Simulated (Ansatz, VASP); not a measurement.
**CuO (Tenorite): VASP beside Ansatz**

Contents of INCAR:

```
SYSTEM = CuO
ALGO     = Normal         ! electronic algorithm
EDIFF    = 1E-7           ! SCF threshold, eV
ENCUT    = 520            ! plane-wave cutoff, eV
GGA      = PS             ! functional
ISIF     = 2              ! what is computed and relaxed
ISMEAR   = -1             ! smearing method
LASPH    = .TRUE.         ! aspherical terms in the spheres
LCHARG   = .TRUE.         ! write CHGCAR
LELF     = .TRUE.         ! ELF
LREAL    = .FALSE.        ! projectors in reciprocal space
LVHAR    = .TRUE.       
LWAVE    = .FALSE.        ! write WAVECAR
NBANDS   = 25             ! bands
NELM     = 100            ! most SCF steps
PREC     = Accurate       ! precision mode
SIGMA    = 0.05           ! smearing width, eV
```

KPOINTS

```
k-points
0
G
  10 10 5
  0 0 0
```

The input POSCAR:

```
CuO
1.0
    2.3446500000     -1.7134000000      0.0000000000
    2.3446500000      1.7134000000      0.0000000000
   -0.8605543552      0.0000000000      5.0594363927
Cu O
2 2
Direct
    0.5057020000     -0.0099960000      0.4952360000
    0.0115430000      0.5010150000     -0.0027230000
    0.4001180000      0.5775250000      0.7609880000
    0.5763470000      0.4140770000      0.2581400000
```

input.yaml

```yaml
crystal:
  lattice:
    - [2.34465, -1.7134, 0.0]
    - [2.34465, 1.7134, 0.0]
    - [-0.8605543552, 0.0, 5.0594363927]
  atoms:
    - { symbol: Cu, position: [0.505702, -0.009996, 0.495236] }
    - { symbol: Cu, position: [0.011543, 0.501015, -0.002723] }
    - { symbol: O, position: [0.400118, 0.577525, 0.760988] }
    - { symbol: O, position: [0.576347, 0.414077, 0.25814] }
hamiltonian:
  xc: pbesol
  pseudopotentials: { kind: paw }
kpoints:
  mp_grid: { grid: [10, 10, 5] }
scf:
  occupations: { method: fermi_dirac, width: 0.05 }
output:
  forces: true
  stress: true
  eigenvalues: true
```

Change from the starting cell: atoms moved at random, drawn with an rms of 0.05 Å.

Alike in both runs: task single point; functional PBEsol; k mesh 10 × 10 × 5; occupations fermi-dirac, width 0.05 eV; no spin polarisation.

```csv
,VASP,Ansatz
version,VASP 6.6.1,Ansatz 0.2.0
potentials or method,"VASP PAW PBE potentials, release 64 (Cu, O)",Ansatz PAW
plane-wave cutoff (eV),520,420
valence electrons in the cell,34,50
```

Ansatz gave:

| Quantity | Value |
| --- | --- |
| gap on the k mesh at the Fermi level (eV) | none |
| pressure (GPa) | -1.9 |
| largest component of the traceless stress (GPa) | 2.04 |
| rms of the force components (eV/Å) | 0.687 |

Q: Estimate VASP's values.

A: gap on the k mesh at the Fermi level (eV): none; pressure (GPa): -1.2; largest component of the traceless stress (GPa): 2.17; rms of the force components (eV/Å): 0.707.

Atom by atom the forces differ by 0.029 eV/Å (rms over components). A gap of «none» marks a metal or a gap that the smearing closes. The two sets of potentials don't hold the same shells in valence.

Caveats: the run has no spin polarisation, though such a crystal can be magnetic; semilocal functionals often make such compounds metallic where correlation or magnetic order opens a gap, which also shifts bond lengths; the PAW data sets were made with another functional, which shifts forces and pressure a little (VASP); the pressure holds a Pulay correction of +0.7 GPa for the finite cutoff (Ansatz); the PAW data sets come from PBE, with cores solved anew for the run's functional, which leaves a small shift of forces and pressure (Ansatz).
